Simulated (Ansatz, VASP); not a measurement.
# Cross-check of AlGaN2 between VASP and Ansatz

One calculation is typed for both programs; each brings its own data sets. How far apart do they land? The cell is taken from a series of runs on this material, whose earlier steps may have relaxed, scaled, displaced or heated it; both programs get it as it stands.

Method: plane waves, with VASP 6.6.1 beside it; zone-centre phonons at LDA, in Ansatz 0.2.0.

**1. Starting point**

The structure is tetragonal, space group P-4m2 (No. 115). Conventional cell: a = 3.115 Å, b = 3.115 Å, c = 4.384 Å, α = 90.00°, β = 90.00°, γ = 90.00°. Nearest to Al lie 4 N at 1.88 Å. Ga has 4 N at 1.93 Å nearest. Nearest to N lie 2 Al at 1.88 Å and 2 Ga at 1.93 Å. Farther neighbours and most contacts between anions are not listed.

**2. Ansatz: zone-centre phonons, LDA**

Ansatz runs on its default PAW (the set named soft_2) files.

Second derivatives magnify differences that forces hide, and they need a tight electronic threshold.

The input, input.yaml:

```yaml
crystal:
  lattice:
    - [3.1152864404, 0.0, 0.0]
    - [0.0, 3.1152864404, 0.0]
    - [0.0, 0.0, 4.3843303939]
  atoms:
    - { symbol: Al, position: [0.5, 0.5, 0.5] }
    - { symbol: Ga, position: [0.0, 0.0, 0.0] }
    - { symbol: "N", position: [0.5, 0.0, 0.740051333] }
    - { symbol: "N", position: [0.0, 0.5, 0.259948667] }
kpoints:
  mp_grid: { grid: [8, 8, 6] }
hamiltonian:
  xc: lda
scf:
  occupations: { method: fixed }
output:
  eigenvalues: true
phonons:
  method: dfpt
  dielectric: true
  rigid_motions: translations
```

Run with:

```bash
ansatz run input.yaml --threads 2 --pin off --max-ram 5120MiB --backend cpu --events-out ev --progress --plain --runs-dir out
```

Numbers of over 12 decimals in the logs are rounded to 6 here.

Log:

```text
Engine: ansatz 0.2.0, aarch64-unknown-linux-gnu
Pseudopotentials: kind: paw
Pseudopotential: Al, paw, valence charge 3, recommended cutoff 420 eV (normal), Al.paw.azcp
Pseudopotential: Ga, paw, valence charge 13, recommended cutoff 420 eV (normal), Ga.paw.azcp
Pseudopotential: N, paw, valence charge 5, recommended cutoff 420 eV (normal), N.paw.azcp
Functional definition: SPW92
  exchange = slater_x
  correlation = pw_c
Crystal: 4 atoms, lattice volume = 42.550 Å³
Basis set: ecut = 420 eV, 847 PW (Γ), exchange–correlation on 48×48×60 points (8 copies of the dense FFT grid, shifted against one another)
Bands: 17, of which v1, the nominal top of the filled ones, is band 13 counted from 1 (12 counted from 0)
Symmetry: 8 space group operations
k-points: 196 of 384 (irreducible under 1 space group operation, time reversal used)
Non-local potential: Al, projectors of the file, l = 0: 2, l = 1: 2, l = 2: 1
Non-local potential: Ga, projectors of the file, l = 0: 2, l = 1: 2, l = 2: 3, l = 3: 1
Non-local potential: N, projectors of the file, l = 0: 2, l = 1: 2, l = 2: 1
PAW form: soft (Blöchl's): semilocal exchange-correlation on the pseudo side does not see the compensation charge
PAW frozen core: Al, regenerated for the run's functional, and the local potential with it (the file was generated under x = pbe(κ = 0.804, μ = 0.219515), c = pbe(β = 0.066725))
PAW frozen core: Ga, regenerated for the run's functional, and the local potential with it (the file was generated under x = pbe(κ = 0.804, μ = 0.219515), c = pbe(β = 0.066725))
PAW frozen core: N, regenerated for the run's functional, and the local potential with it (the file was generated under x = pbe(κ = 0.804, μ = 0.219515), c = pbe(β = 0.066725))
PAW one-centre angular grid: Al, 110 points (default); XC on 64 Gauss nodes
PAW one-centre angular grid: Ga, 590 points (default); XC on 64 Gauss nodes
PAW one-centre angular grid: N, 110 points (default); XC on 64 Gauss nodes
Initial density: superposition of atomic densities (neutral atoms: chi_scale 0, normalization atom), corrected by the library's trained network
Initial wavefunctions: pseudopotential atomic-orbital guess
Functional: x = slater, c = lda
SCF iter   1: F=—  HF=-4971.908132 eV  |F-HF|=—  |Δ(HF+E_count)|=         —  Δρ=1.13e-2  dr2=5.38e-2  ethr=1.77e-3  ⟨swp⟩=4.9  Hψ=14520  notcnv=0  defer=294
preconditioner: auto → none  [insulator: Δε(μ)=2.967 eV  Ē_g=15.724 eV  n_scr=14 (ndim 8)  ℏωp=29.0 eV  f_vac=0.000  ε∞_Penn≈4.4]
SCF iter   2: F=—  HF=-4971.894664 eV  |F-HF|=—  |Δ(HF+E_count)|=   1.35e-2  Δρ=5.60e-3  dr2=8.45e-3  ethr=2.07e-4  ⟨swp⟩=2.2  Hψ=6452  notcnv=0  defer=392
SCF iter   3: F=—  HF=-4971.892002 eV  |F-HF|=—  |Δ(HF+E_count)|=   2.66e-3  Δρ=1.61e-3  dr2=4.44e-4  ethr=3.25e-5  ⟨swp⟩=2.0  Hψ=4917  notcnv=0  defer=392
SCF iter   4: F=—  HF=-4971.891826 eV  |F-HF|=—  |Δ(HF+E_count)|=   1.76e-4  Δρ=4.84e-4  dr2=3.72e-5  ethr=1.71e-6  ⟨swp⟩=2.4  Hψ=5894  notcnv=0  defer=392
SCF iter   5: F=—  HF=-4971.891801 eV  |F-HF|=—  |Δ(HF+E_count)|=   2.50e-5  Δρ=4.44e-5  dr2=4.61e-7  ethr=1.43e-7  ⟨swp⟩=2.2  Hψ=5789  notcnv=0  defer=4
SCF iter   6: F=—  HF=-4971.891802 eV  |F-HF|=—  |Δ(HF+E_count)|=   2.94e-7  Δρ=1.38e-5  dr2=5.55e-8  ethr=1.77e-9  ⟨swp⟩=2.1  Hψ=4732  notcnv=0
SCF iter   7: F=—  HF=-4971.891802 eV  |F-HF|=—  |Δ(HF+E_count)|=   1.90e-9  Δρ=2.98e-6  dr2=1.83e-9  ethr=2.13e-10  ⟨swp⟩=2.4  Hψ=5275  notcnv=0
SCF iter   8: F=-4971.891802 eV  HF=-4971.891802 eV  |F-HF|=2.46e-11  |Δ(HF+E_count)|=  6.64e-11  Δρ=3.34e-7  dr2=2.82e-11  ethr=1.00e-12  ⟨swp⟩=5.3  Hψ=21156  notcnv=0
SCF 1 converged in 8 iterations: F = -4971.891802 eV  dr2 = 2.82e-11
  greatest PAW one-centre occupation: 0.996 electrons in one spin orbital (limit 2), on the Ga atom at site 1 (counted from 0), in its partial waves of l = 2
DFPT response loops at Γ: preconditioner auto → none (the input reference at scf.mixing.eps_inf says where Resta's filter doesn't serve); β = 0.50; Broyden in place of MSR1
── the response to a field inside a basis, on 10×10×8 k-points: an SCF that follows is theirs, and a resumed run solves both again ──
Bands: 14, of which v1, the nominal top of the filled ones, is band 13 counted from 1 (12 counted from 0)
k-points: 60 of 800 (time reversal used)
Initial density: handed on by an earlier stage of this run
Initial wavefunctions: pseudopotential atomic-orbital guess (no wavefunctions were taken with the density)
Eigensolver: Dense (60 Hₖ)
SCF iter   1: F=—  HF=-4971.898805 eV  |F-HF|=—  |Δ(HF+E_count)|=         —  Δρ=6.69e-4  dr2=2.98e-5  ethr=1.00e-1
preconditioner: auto → none  [insulator: Δε(μ)=3.490 eV  Ē_g=13.991 eV  n_scr=14 (ndim 8)  ℏωp=29.0 eV  f_vac=0.000  ε∞_Penn≈5.3]
SCF iter   2: F=—  HF=-4971.898805 eV  |F-HF|=—  |Δ(HF+E_count)|=   2.09e-7  Δρ=3.31e-4  dr2=1.04e-5  ethr=1.15e-7
SCF iter   3: F=—  HF=-4971.898808 eV  |F-HF|=—  |Δ(HF+E_count)|=   3.03e-6  Δρ=1.34e-4  dr2=5.51e-6  ethr=4.02e-8
SCF iter   4: F=-4971.898806 eV  HF=-4971.898806 eV  |F-HF|=1.17e-9  |Δ(HF+E_count)|=   1.87e-6  Δρ=1.28e-5  dr2=2.10e-8  ethr=2.12e-8
SCF 1 converged in 4 iterations: F = -4971.898806 eV  dr2 = 2.10e-8
DFPT response loops at Γ: mixed as the last ones told, above
WARN: field response: ε∞ stands inside a basis, on 10×10×8 points; the force constants stand on the 8×8×6 k-mesh, whose period is 12.51 times the interband length at k = (0.0000, 0.0000, 0.0000), direct gap 3.055 eV, under 14: take them and everything formed from them as unconverged, and compare with a denser kpoints.mp_grid
SCF converged after 8 iterations
Free energy (F): -4971.891802 eV
Harris-Foulkes:  -4971.891802 eV  (|F-HF|=2.46e-11)
Internal energy: -4971.891802 eV  (E = F + TS)
E sigma→0 (E₀):  -4971.891802 eV
Fermi energy:    8.417615 eV
--- Per-component energies (eV) ---
  E_band       = 0.163018
  E_kinetic    = 407.515441
  E_local      = -2454.825227  (includes V_loc(G=0)·N_el)
  E_nonlocal   = 535.389580
  E_hartree    = 1110.072442
  E_xc         = -228.987649
  E_vxc        = -242.492349  (∫ρ·V_xc dr)
  E_paw        = -2597.132942  (= ΣΔE_a)
  E_vpaw       = -465.569138  (= ΣTr[D̂ρ^β])
  E_aug_tail   = 0.000062  (compensation charges beyond the density's cutoff)
  E_ewald      = -1745.867794
  E_core_change = 1.944285  (= ΣΔE_core)
  E_smearing   = -0.000000  (= −TS)
  E_closure    = 0.000000  (closes the sum)
  Σ components = -4971.891802   (vs F -4971.891802, Δ=0.00e0)
--- Band table (eV; the first three rows and the last of 196) ---
  k-point 0: bands = [... 9 lower, 6.0135, 8.1942, 8.4176, 8.4176, 11.4724, 11.9226, 15.9999, 19.7157]
  k-point 1: bands = [... 9 lower, 6.1392, 7.6324, 8.2320, 8.2320, 11.9296, 12.4306, 16.1529, 19.2114]
  k-point 2: bands = [... 9 lower, 6.4813, 6.5822, 7.7723, 7.7723, 12.9298, 13.4255, 16.4845, 18.0718]
  k-point 195: bands = [... 9 lower, 4.3024, 5.0705, 5.0752, 5.0752, 14.5846, 14.5846, 17.4372, 19.3172]
--- Phonons (Γ-DFPT): 7 representative perturbations + reference, on 196 of 384 k-points (Σ response iterations 21) ---
  k mesh reduced under 1 symmetry operation, with k and −k counted as one. Each operation leaves every solved perturbation unchanged. A smaller set is not considered because the run solves the response to a homogeneous field
  ASR residual: 2.491e-4 → 0.000e0 eV/Å²; symmetrization residual: 1.153e-5 eV/Å²
  ASR residual per site (eV/Å²): 9.04e-5 1.03e-4 2.49e-4 2.49e-4
  Γ frequencies (cm⁻¹): 0.00 0.00 0.00 258.39 258.39 444.12 584.38 584.38 629.43 679.49 679.49 704.16
  ε∞ (high-frequency dielectric tensor):
        5.081048     0.000000    -0.000000
        0.000000     5.081048     0.000000
       -0.000000     0.000000     5.064019
  ε⁰ (static dielectric tensor: ions relaxed, cell fixed):
        9.081308    -0.000000    -0.000000
       -0.000000     9.081308     0.000000
       -0.000000     0.000000     9.151754
  ε⁰ − ε∞ (ionic part):
        4.000260    -0.000000     0.000000
       -0.000000     4.000260     0.000000
        0.000000     0.000000     4.087735
  softest optical mode at Γ: 258.39 cm⁻¹; the repairs (sum rule, projections) moved no ω² at Γ by more than (2.74 cm⁻¹)²
  Born effective charges Z* (e; rows j = field, columns β = displacement):
    site 0:
         2.51667    0.00000   -0.00000
         0.00000    2.51667    0.00000
        -0.00000    0.00000    2.70270
    site 1:
         2.60810    0.00000   -0.00000
         0.00000    2.60810    0.00000
         0.00000    0.00000    2.46393
    site 2:
        -2.68009    0.00000   -0.00000
         0.00000   -2.44468    0.00000
        -0.00000    0.00000   -2.58331
    site 3:
        -2.44468    0.00000    0.00000
         0.00000   -2.68009    0.00000
         0.00000    0.00000   -2.58331
  Z* charge neutrality: 3.446e-3 e pre-enforcement
  solved inside a basis spanned on kpoints, on 10×10×8 k-points, its susceptibility summed on 12×12×8: ε∞ is read to err by 2.2e-2, Z* by 1.8e-2 e (field_mesh: kpoints solves on kpoints); Z* is corrected for what the basis lacks
  optical modes at Γ without the LO–TO term, one row a degenerate level:
      ω (cm⁻¹)  modes    IR ((D/Å)²/amu)
        258.39      2             0.4081
        444.12      1             2.0528
        584.38      2            35.7867
[...]
optical modes at Γ + LO–TO along q̂ = [1.0000, 0.0000, 0.0000]:
      ω (cm⁻¹)  modes    IR ((D/Å)²/amu)
[...]
optical modes at Γ + LO–TO along q̂ = [0.0000, 1.0000, 0.0000]:
      ω (cm⁻¹)  modes    IR ((D/Å)²/amu)
[...]
704.16      1             0.0000
        829.93      1            28.0023
  optical modes at Γ + LO–TO along q̂ = [0.0000, 0.0000, 1.0000]:
      ω (cm⁻¹)  modes    IR ((D/Å)²/amu)
        258.39      2             0.4081
        453.31      1             0.3299
        584.38      2            35.7867
        679.49      2            22.4872
        704.16      1             0.0000
        829.00      1            29.9085
```

(Part 1 of 3 ends here.)

[Lines on the potential files, build, host, timing and source positions are cut from VASP's logs without a mark.]

[Logs are printed without paths, hosts, clocks, repeated set-up lines and the standing remarks that a program may print on its own settings, such as how far it seeks lower states.]

[Hosts, paths, dates, database ids (printed as entryN), source tags and the programs' standing remarks are cut or masked in the printed files.]
